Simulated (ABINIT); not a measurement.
Runs of ABINIT 10.8.3 (patched build) on P. The structure is trigonal, space group R-3m (No. 166). Conventional cell: a = 3.451 Å, b = 3.451 Å, c = 9.389 Å, α = 90.00°, β = 90.00°, γ = 120.00°. P (site symmetry 3m) has 3 P at 2.29 Å as nearest neighbours. This isn't the form of P at room conditions, which is orthorhombic.

```tsv
task	level	potentials or basis	cell	k mesh	cutoff (eV)	cutoff smearing ecutsm (Ha)	stop of the response cycle (tolvrs)	q mesh	acoustic sum rule (asr)	bands in the sums	mesh quality	gap on the mesh (eV)	pressure (GPa)	relaxed volume (Å³/atom)	largest force (eV/Å)
single point	PBEsol	PseudoDojo NC SR PBEsol v0.4.1 standard	cell relaxed	7 × 7 × 7	599	-	-	-	-	-	not flagged	none	0.0	-	-
phonon dispersion	LDA	PseudoDojo NC SR LDA v0.4.1 standard	cell relaxed at zero pressure by an earlier run	6 × 6 × 6	653	0.5	1e-08	2 × 2 × 2	1	-	coarse	none	(b)	-	(a)
optical spectrum	LDA	PseudoDojo NC SR LDA v0.4.1 standard	as given	10 × 10 × 10	490	-	-	-	-	17	not flagged	none	-3.2	-	0.20
single point	LDA	PseudoDojo NC SR LDA v0.4.1 standard	as given	7 × 7 × 7	490	-	-	-	-	-	not flagged	none	-3.4	-	0.13
relaxation of cell and atoms	LDA	PseudoDojo NC SR LDA v0.4.1 standard	relaxed	7 × 7 × 7	653	0.5	-	-	-	-	not flagged	none	0.0	(c)	-
single point	LDA	PseudoDojo NC SR LDA v0.4.1 standard	cell relaxed	7 × 7 × 7	653	-	-	-	-	-	not flagged	none	0.0	-	-
single point	PBEsol	PseudoDojo NC SR PBEsol v0.4.1 standard	as given	7 × 7 × 7	490	-	-	-	-	-	not flagged	none	-2.0	-	0.23
relaxation of cell and atoms	PBEsol	PseudoDojo NC SR PBEsol v0.4.1 standard	relaxed	7 × 7 × 7	599	0.5	-	-	-	-	not flagged	none	0.0	15.23	-
```

Alike in all rows: no spin polarisation; smearing fermi-dirac 0.05 eV.

Question: Estimate the missing entries.

Answer: (a) 0.10; (b) -0.3; (c) 15.03.

Caveats: some runs use coarse meshes; the mesh is coarse for a metal's response (some runs); the intraband (Drude) term is left out (some runs); spectra need much finer meshes, so this one isn't converged (some runs); independent-particle spectra lack excitons (some runs); the cutoff is short for stress, so the pressure is rough (some runs).

A gap of «none» marks a metal or a gap under the smearing width.
